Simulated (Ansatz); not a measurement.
MgS, DFT, PBE, all-electron LAPW, scalar-relativistic (Ansatz 0.2.0), run on 1 thread of Intel(R) Xeon(R) Platinum 8259CL CPU @ 2.50GHz (Skylake/Cascade Lake) on a shared host.

The cell is COD entry 9008672, as deposited and not checked against the literature; nothing was relaxed. The listed cell was then made from it by scaling, straining or moving an atom.

Command: `ansatz run input.yaml --threads 1 --pin off --max-ram 2048MiB --backend cpu --events-out ev --progress --plain --runs-dir out`

```yaml
crystal:
  lattice:
    - [0.0, 2.60165, 2.60165]
    - [2.60165, 0.0, 2.60165]
    - [2.60165, 2.60165, 0.0]
  atoms:
    - { symbol: Mg, position: [0.0133150116, 0.0133150116, 0.0133150116] }
    - { symbol: S, position: [0.5, 0.5, 0.5] }
kpoints:
  mp_grid: { grid: [10, 10, 10] }
scf:
  occupations: { method: fermi_dirac, width: 0.03 }
hamiltonian:
  xc: pbe
  pseudopotentials: { kind: all_electron, lapw: { basis_error: 0.00025 } }
output:
  forces: true
  stress: true
  eigenvalues: true
```

(1) How large is the problem that the program sets up?

(2) Estimate the wall time.

(3) And the same cell and mesh by PAW (frozen-core files), asked for forces, stress, eigenvalues, efg, on the same hardware?

(4) And the same cell and mesh by crystal-made all-electron datasets, asked for forces, stress, eigenvalues, efg, on the same hardware?

Answers

(1) 116 irreducible k-points, 283 plane waves at Γ, 16 bands.

(2) 25 s of wall time for 7 SCF iterations. Times on shared machines scatter by tens of per cent.

(3) 5.5 s.

(4) 12 s.
